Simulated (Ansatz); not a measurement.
# BaO (Fm-3m): G0W0 against its settings

BaO (Fm-3m) from a database structure, relaxed with r2SCAN; one-shot G0W0 in Ansatz without spin-orbit coupling. No spin polarisation and no zero-point or thermal motion.

```
Ba O
1.0
     0.00000    2.77194    2.77194
     2.77194    0.00000    2.77194
     2.77194    2.77194    0.00000
Ba O
1 1
Direct
  0.00000 0.00000 0.00000
  0.50000 0.50000 0.50000
```

Gaps are read over the mesh points alone. G0W0 here is at a finite number of bands, screening cutoff and k mesh, not at the basis limit.
```
 start       potentials      frequency model   mesh  empty bands  screening cutoff (eV)  Kohn-Sham gap (eV)  G0W0 gap (eV)
   PBE              PAW  contour deformation  6×6×6          127                    120                2.05           3.12
   PBE              PAW  contour deformation  6×6×6          315                    220                2.05           3.31
   PBE              PAW  contour deformation  6×6×6          579                    300                2.05           3.39
 HSE06              PAW  contour deformation  6×6×6          315                    220                3.32           3.93
r2SCAN              PAW  contour deformation  6×6×6          315                    220                2.38           3.46
  PBE0              PAW  contour deformation  6×6×6          315                    220                4.05           4.16
   PBE              PAW     Godby-Needs pole  6×6×6          315                    220                2.05           3.20
   PBE              PAW  contour deformation  8×8×8           69                     80                2.05           3.03
   PBE  norm-conserving  contour deformation  6×6×6          315                    220                2.05           3.34
```

Over the mesh points the PBE gap of 2.05 eV becomes a quasiparticle gap of 3.39 eV (direct at X), a change of +1.34 eV. Renormalisation factors Z lie between 0.71 and 0.83.

Raising bands and cutoff together moves the gap by +0.19 eV (120 to 220 eV), then +0.08 eV (220 to 300 eV); the last step is still large, so the basis limit isn't reached. Starting from HSE06 (3.32 eV against PBE's 2.05 eV) gives 3.93 eV, +0.62 eV from G0W0@PBE at the same screening cutoff. Starting from r2SCAN (2.38 eV against PBE's 2.05 eV) gives 3.46 eV, +0.15 eV from G0W0@PBE at the same screening cutoff. Starting from PBE0 (4.05 eV against PBE's 2.05 eV) gives 4.16 eV, +0.85 eV from G0W0@PBE at the same screening cutoff. The Godby-Needs plasmon pole differs from contour deformation by -0.11 eV. Norm-conserving potentials (wave cutoff 1240 eV against 420 eV) shift the quasiparticle gap by +0.03 eV and the PBE gap by 0.00 eV. r2SCAN runs take a wave cutoff of 500 eV.
